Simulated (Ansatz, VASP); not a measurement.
# FeSi: VASP beside Ansatz

```
Fe Si
1.0
     4.31339    0.00000    0.00000
     0.00000    4.31339    0.00000
     0.00000    0.00000    4.31339
Fe Si
4 4
Direct
  0.13920 0.13920 0.13920
  0.36080 0.86080 0.63920
  0.63920 0.36080 0.86080
  0.86080 0.63920 0.36080
  0.84206 0.84206 0.84206
  0.65794 0.15794 0.34206
  0.34206 0.65794 0.15794
  0.15794 0.34206 0.65794
```

Alike in both runs: functional PBEsol; k mesh 8 × 8 × 8; occupations gaussian, width 0.01 eV; no spin polarisation.

Ansatz relaxed the structure, and its values are those at the end. VASP's run is a single point on that final structure, the one shown.

|  | VASP | Ansatz |
| --- | --- | --- |
| version | VASP 6.6.1 | Ansatz 0.2.0 |
| potentials or method | VASP PAW PBE potentials, release 64 (Fe, Si) | scalar-relativistic, plane waves, PAW |
| plane-wave cutoff (eV) | 520 | 420 |
| valence electrons in the cell | 48 | 80 |

```tsv
	VASP	Ansatz	Ansatz less VASP
gap on the k mesh at the Fermi level (eV)	0.14	0.14	+0.006
least direct gap on the mesh (eV)	0.17	0.17	+0.003
pressure (GPa)	18.0	17.1	-0.89
rms of the force components (eV/Å)	0.021	0.001	-0.0196
```

With one functional, cell and mesh, what is left measures potentials, basis and numerics. The two sets of potentials don't hold the same shells in valence. Ansatz warned: «stress_scf_threshold_loose».

Caveats: so large a pressure means that the cell lies far from this level's equilibrium, or that cutoff or potentials fall short (VASP); the potentials were made for another functional, which shifts forces and pressure (VASP). Spin polarisation is off, so any magnetic state and its effect on volume and gap are missing.
